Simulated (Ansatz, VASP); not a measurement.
One calculation of Hf, two programs

INCAR

```
ALGO = Normal
EDIFF = 1E-7
ENCUT = 520
GGA = PE
ISIF = 2
ISMEAR = -1
LASPH = T
LCHARG = F
LREAL = F
LWAVE = F
NBANDS = 11
NELM = 60
PREC = Accurate
SIGMA = 0.05
```

File KPOINTS:

```
k-points
0
Gamma
  10 10 10
```

Contents of POSCAR:

```
Hf
1.0
   -1.7806051177      1.7806051177      1.7806051177
    1.7806051177     -1.7806051177      1.7806051177
    1.7806051177      1.7806051177     -1.7806051177
Hf
1
Direct
    0.0000000000      0.0000000000      0.0000000000
```

Contents of input.yaml:

```yaml
crystal:
  lattice:
    - [-1.7806051177, 1.7806051177, 1.7806051177]
    - [1.7806051177, -1.7806051177, 1.7806051177]
    - [1.7806051177, 1.7806051177, -1.7806051177]
  atoms:
    - { symbol: Hf, position: [0.0, 0.0, 0.0] }
hamiltonian:
  xc: pbe
  pseudopotentials: { kind: paw }
kpoints:
  mp_grid: { grid: [10, 10, 10] }
scf:
  occupations: { method: fermi_dirac, width: 0.05 }
output:
  forces: true
  stress: true
  eigenvalues: true
  write_density: true
  write_potential: true
  elf: true
  volumetric_format: npy
```

Change from the starting cell: volume scaled by 0.96.

Alike in both runs: task single point; functional PBE; k mesh 10 × 10 × 10; occupations fermi-dirac, width 0.05 eV; no spin polarisation.

|  | VASP | Ansatz |
| --- | --- | --- |
| version | VASP 6.6.1 | Ansatz 0.2.0 |
| potentials or method | VASP PAW PBE potentials, release 64 (Hf_pv) | Ansatz PAW |
| plane-wave cutoff (eV) | 520 | 420 |
| valence electrons in the cell | 10 | 26 |

VASP gave:

```
gap on the k mesh at the Fermi level (eV) : none
pressure (GPa)                            : -1.5
```

Problem. What did Ansatz give for the same quantities?

Solution. gap on the k mesh at the Fermi level (eV): none; pressure (GPa): -1.2.

A gap of «none» marks a metal or a gap that the smearing closes. The two sets of potentials don't hold the same shells in valence.

Spin-orbit coupling is left out, which matters for the levels of Hf.
